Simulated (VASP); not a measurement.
# Te (P3_121) in VASP: a series of runs, part 2 of 2

VASP 6.6.1. The steps go on from the part before.

## 4. Single point, TB-mBJ, non-collinear spin, zero start, spin-orbit coupling

This run uses another cell than the first one, of 31.84 Å³/atom, 1.009 times its volume.

POSCAR reads:

```
Te
1.0
    4.3046280000      0.0000000000      0.0000000000
   -2.1523140000      3.7279172000      0.0000000000
    0.0000000000      0.0000000000      5.9514709000
Te
3
Direct
    0.2781641000      0.0000000000      0.3333334000
    0.9999999000      0.2781642000      0.6666666000
    0.7218357000      0.7218358000      0.0000000000
```

INCAR.step1 reads:

```
PREC = Accurate
ENCUT = 300
EDIFF = 1E-5
ISMEAR = 0
SIGMA = 0.01
LREAL = False
LASPH = True
NELM = 100
ALGO = Normal
ISIF = 2
LWAVE = True
MAGMOM = 0 0 0 0 0 0 0 0 0
LORBIT = 11
LSORBIT = True
GGA_COMPAT = False
GGA = PE
```

INCAR.step2 reads:

```
PREC = Accurate
ENCUT = 300
EDIFF = 1E-7
ISMEAR = 0
SIGMA = 0.01
LREAL = False
LASPH = True
NELM = 100
ALGO = Normal
ISIF = 2
LWAVE = False
LCHARG = True
MAGMOM = 0 0 0 0 0 0 0 0 0
LORBIT = 11
LSORBIT = True
GGA_COMPAT = False
METAGGA = MBJ
LVHAR = True
ISTART = 1
```

KPOINTS reads:

```
regular mesh
0
Gamma
  9 9 6
```

Potentials or basis: VASP PAW PBE potentials, release 64 (Te).

Started as:

```console
$ cat potpaw_PBE.64/Te/POTCAR > POTCAR
$ cp INCAR.step1 INCAR
$ mpirun -np 1 vasp_ncl > vasp.out
$ cp INCAR.step2 INCAR
$ mpirun -np 1 vasp_ncl > vasp.out
```

OUTCAR:

```text
PREC = Accurate
   ENCUT = 300
   EDIFF = 1E-7
   ISMEAR = 0
   LREAL = False
   LASPH = True
   NELM = 100
   ISIF = 2
   LORBIT = 11
   LSORBIT = True
   METAGGA = MBJ
   ISTART = 1

 ion  position               nearest neighbor table
   1  0.278  0.000  0.333-   2 2.87   3 2.87   2 3.36   2 3.36   3 3.36   3 3.36
   2  1.000  0.278  0.667-   1 2.87   3 2.87   1 3.36   1 3.36   3 3.36   3 3.36
   3  0.722  0.722  0.000-   2 2.87   1 2.87   1 3.36   2 3.36   2 3.36   1 3.36

  LATTYP: Found a hexagonal cell.
 ALAT       =     4.3046280000
 C/A-ratio  =     1.3825749635

  Lattice vectors:
[... 996 lines left out ...]
     0.0000000     0.0000000     0.0000000     0.0000000     0.0000000     0.0000000     0.0000000
     0.0000000     0.0000000     0.0000000     0.0000000     0.0000000     0.0000000     0.0000000
     0.0000000     0.0000000     0.0000000     0.0000000     0.0000000     0.0000000     0.0000000
     0.0000000     0.0000000     0.0000000     0.0000000     0.0000000     0.0000000     0.0000000
     0.0000000     0.0000000     0.0000000     0.0000000     0.0000000     0.0000000     0.0000000
     0.0000000     0.0000000     0.0000000     0.0000000     0.0000000     0.0000000     0.0000000
     0.0000000     0.0000000     0.0000000     0.0000000     0.0000000     0.0000000     0.0000000

 total charge

# of ion       s       p       d       tot
------------------------------------------
    1        1.433   1.849   0.053   3.336
    2        1.433   1.849   0.053   3.336
    3        1.433   1.849   0.053   3.336
--------------------------------------------------
tot          4.300   5.548   0.160  10.008

 magnetization (x)

# of ion       s       p       d       tot
------------------------------------------
    1        0.000   0.000  -0.000   0.000
    2       -0.000  -0.000   0.000  -0.000
    3       -0.000  -0.000   0.000  -0.000
--------------------------------------------------
tot         -0.000  -0.000  -0.000  -0.000

 magnetization (y)

# of ion       s       p       d       tot
------------------------------------------
    1        0.000  -0.000  -0.000  -0.000
    2        0.000   0.000  -0.000   0.000
    3       -0.000  -0.000   0.000  -0.000
--------------------------------------------------
tot          0.000  -0.000  -0.000  -0.000

 magnetization (z)

# of ion       s       p       d       tot
------------------------------------------
    1        0.000   0.000  -0.000  -0.000
    2        0.000   0.000   0.000   0.000
    3        0.000   0.000   0.000   0.000
--------------------------------------------------
tot          0.000   0.000   0.000   0.000
```

OUTCAR.step1:

```text
PREC = Accurate
   ENCUT = 300
   EDIFF = 1E-5
   ISMEAR = 0
   LREAL = False
   LASPH = True
   NELM = 100
   ISIF = 2
   LORBIT = 11
[... 1035 lines left out ...]
 magnetization (y)

# of ion       s       p       d       tot
------------------------------------------
    1        0.000  -0.000  -0.000  -0.000
    2        0.000   0.000  -0.000   0.000
    3       -0.000  -0.000   0.000  -0.000
--------------------------------------------------
tot          0.000   0.000  -0.000   0.000

 magnetization (z)

# of ion       s       p       d       tot
------------------------------------------
    1       -0.000   0.000  -0.000  -0.000
    2       -0.000   0.000   0.000   0.000
    3        0.000   0.000   0.000   0.000
--------------------------------------------------
tot         -0.000   0.000   0.000  -0.000
```

OSZICAR.step1:

```text
N       E                     dE             d eps       ncg     rms          rms(c)
DAV:   1     0.632407886621E+02    0.63241E+02   -0.48078E+03  4992   0.720E+02
DAV:   2    -0.489269434592E+01   -0.68133E+02   -0.65970E+02  6564   0.142E+02
DAV:   3    -0.960370777917E+01   -0.47110E+01   -0.46674E+01  6228   0.403E+01
DAV:   4    -0.970159294588E+01   -0.97885E-01   -0.97735E-01  6040   0.690E+00
DAV:   5    -0.970314458776E+01   -0.15516E-02   -0.15515E-02  5790   0.875E-01    0.139E+01
DAV:   6    -0.969437759212E+01    0.87670E-02   -0.13874E-02  5374   0.834E-01    0.867E+00
DAV:   7    -0.969336262438E+01    0.10150E-02   -0.16592E-02  5370   0.915E-01    0.379E+00
DAV:   8    -0.969439834997E+01   -0.10357E-02   -0.27684E-03  5674   0.349E-01    0.257E-01
DAV:   9    -0.969418280718E+01    0.21554E-03   -0.47106E-04  5124   0.146E-01    0.711E-02
DAV:  10    -0.969421524804E+01   -0.32441E-04   -0.13343E-04  5702   0.708E-02    0.456E-02
DAV:  11    -0.969422899829E+01   -0.13750E-04   -0.10480E-05  3126   0.236E-02    0.199E-02
DAV:  12    -0.969423090732E+01   -0.19090E-05   -0.43389E-06  2772   0.152E-02
   1 F= -.96942309E+01 E0= -.96942193E+01  d E =-.232177E-04  mag=     0.0000    -0.0000     0.0000
```

Run time: 5.9 min. Hardware: 1 thread of Intel Xeon 6975P-C (Granite Rapids), shared host; peak memory 0.35 GiB.

What came out:

| Item | Value |
| --- | --- |
| Net moment | 0.00 μB per cell |
| Valence electrons inside the program's atomic spheres | Te 3.34 |

Moments on the atoms (μB; x, y, z):
```
Te  0.00 0.00 0.00
Te  0.00 0.00 0.00
Te  0.00 0.00 0.00
```

Caveat: the PAW data sets were made with another functional, which shifts forces and pressure a little.

## 5. Single point, TB-mBJ, non-collinear spin, zero start, spin-orbit coupling

This run uses another cell than the first one, of 33.50 Å³/atom, 1.062 times its volume.

POSCAR reads:

```
Te
1.0
    4.4123752000      0.0000000000      0.0000000000
   -2.2061876000      3.8212290000      0.0000000000
    0.0000000000      0.0000000000      5.9614191000
Te
3
Direct
    0.2774719000      0.0000000000      0.3333334000
    0.0000001000      0.2774720000      0.6666666000
    0.7225279000      0.7225280000      0.0000000000
```

INCAR.step1 reads:

```
SYSTEM = Te
PREC = Accurate
ENCUT = 300
EDIFF = 1E-5
ISMEAR = 0
SIGMA = 0.01
LREAL = .FALSE.
LASPH = .TRUE.
NELM = 100
ALGO = Normal
ISIF = 2
LWAVE = .TRUE.
LCHARG = .FALSE.
MAGMOM = 0 0 0 0 0 0 0 0 0
LORBIT = 11
LSORBIT = .TRUE.
GGA_COMPAT = .FALSE.
GGA = PE
```

INCAR.step2 reads:

```
SYSTEM = Te
PREC = Accurate
ENCUT = 300
EDIFF = 1E-6
ISMEAR = 0
SIGMA = 0.01
LREAL = .FALSE.
LASPH = .TRUE.
NELM = 100
ALGO = Normal
ISIF = 2
LWAVE = .FALSE.
LCHARG = .FALSE.
MAGMOM = 0 0 0 0 0 0 0 0 0
LORBIT = 11
LSORBIT = .TRUE.
GGA_COMPAT = .FALSE.
METAGGA = MBJ
ISTART = 1
```

KPOINTS reads:

```
Automatic mesh
0
G
  9 9 6
  0 0 0
```

Started as:

```console
$ cat potpaw_PBE.64/Te/POTCAR > POTCAR
$ cp INCAR.step1 INCAR
$ mpirun -np 1 vasp_ncl > vasp.out
$ cp INCAR.step2 INCAR
$ mpirun -np 1 vasp_ncl > vasp.out
```

It took 7.5 min on 1 thread of Intel Xeon 6975P-C (Granite Rapids), shared host; peak memory 0.41 GiB.

Results (log left out):

| Property | Result |
| --- | --- |
| Net moment | 0.00 μB per cell |
| Valence electrons inside the program's atomic spheres | Te 3.31 |

Moments on the atoms (μB; x, y, z):
```
Te  0.00 0.00 0.00
Te  0.00 0.00 0.00
Te  0.00 0.00 0.00
```

Caveat: the PAW data sets were made with another functional, which shifts forces and pressure a little.

## 6. Single point, TB-mBJ, non-collinear spin, zero start, spin-orbit coupling

This run uses another cell than the first one, of 34.68 Å³/atom, 1.099 times its volume.

POSCAR reads:

```
Te
1.0
    4.4730630000      0.0000000000      0.0000000000
   -2.2365315000      3.8737862000      0.0000000000
    0.0000000000      0.0000000000      6.0034100000
Te
3
Direct
    0.2743782000      0.0000000000      0.3333334000
    0.0000000000      0.2743781000      0.6666666000
    0.7256218000      0.7256219000      0.0000000000
```

INCAR.step1 reads:

```
SYSTEM = Te
ALGO = Normal
EDIFF = 1E-5
ENCUT = 300
GGA = PE
GGA_COMPAT = .False.
ISIF = 2
ISMEAR = 0
LASPH = .True.
LCHARG = .False.
LNONCOLLINEAR = .True.
LORBIT = 11
LREAL = .False.
LSORBIT = .True.
LWAVE = .True.
MAGMOM = 0 0 0 0 0 0 0 0 0
NBANDS = 31
NELM = 80
PREC = Accurate
SIGMA = 0.01
```

INCAR.step2 reads:

```
SYSTEM = Te
ALGO = Normal
EDIFF = 1E-6
ENCUT = 300
GGA_COMPAT = .False.
ISIF = 2
ISMEAR = 0
ISTART = 1
LASPH = .True.
LCHARG = .False.
LNONCOLLINEAR = .True.
LORBIT = 11
LREAL = .False.
LSORBIT = .True.
LWAVE = .False.
MAGMOM = 0 0 0 0 0 0 0 0 0
METAGGA = MBJ
NBANDS = 31
NELM = 80
PREC = Accurate
SIGMA = 0.01
```

KPOINTS reads:

```
k-points
0
Gamma
  9 9 6
  0 0 0
```

Potentials or basis: VASP PAW PBE potentials, release 64 (Te).

Started as:

```console
$ cat potpaw_PBE.64/Te/POTCAR > POTCAR
$ cp INCAR.step1 INCAR
$ mpirun -np 1 vasp_ncl > vasp.out
$ cp INCAR.step2 INCAR
$ mpirun -np 1 vasp_ncl > vasp.out
```

It took 14 min on 1 thread of AMD EPYC 9R45 (Zen 5), shared host; peak memory 0.39 GiB.

It converged, with:

| Quantity | Value |
| --- | --- |
| Net moment | 0.00 μB per cell |
| Valence electrons inside the program's atomic spheres | Te 3.30 |

Moments on the atoms (μB; x, y, z):
```
Te  0.00 0.00 0.00
Te  0.00 0.00 0.00
Te  0.00 0.00 0.00
```

Caveat: the PAW data sets were made with another functional, which shifts forces and pressure a little.

## 7. The runs side by side

```tsv
cell	pressure (GPa)	geometry from	moment (μB)
P3_121, 31.55 Å³/atom	3	PBE	0.00
P3_121, 35.02 Å³/atom	0	PBE	0.00
P3_121, 31.84 Å³/atom	3	r2SCAN	0.00
P3_121, 33.5 Å³/atom	1	PBE	0.00
P3_121, 34.68 Å³/atom	0	optB88-vdW	0.00
```

Alike in all rows: task single point; level TB-mBJ; potentials or basis VASP PAW PBE potentials, release 64 (Te); spin non-collinear, zero start, SOC; k mesh 9 × 9 × 6; cutoff (eV) 300; smearing gaussian 0.01 eV.

Caveats: the PAW data sets were made with another functional, which shifts forces and pressure a little.

Total energies depend on the potentials used, so only differences within one code and one set of settings carry meaning.
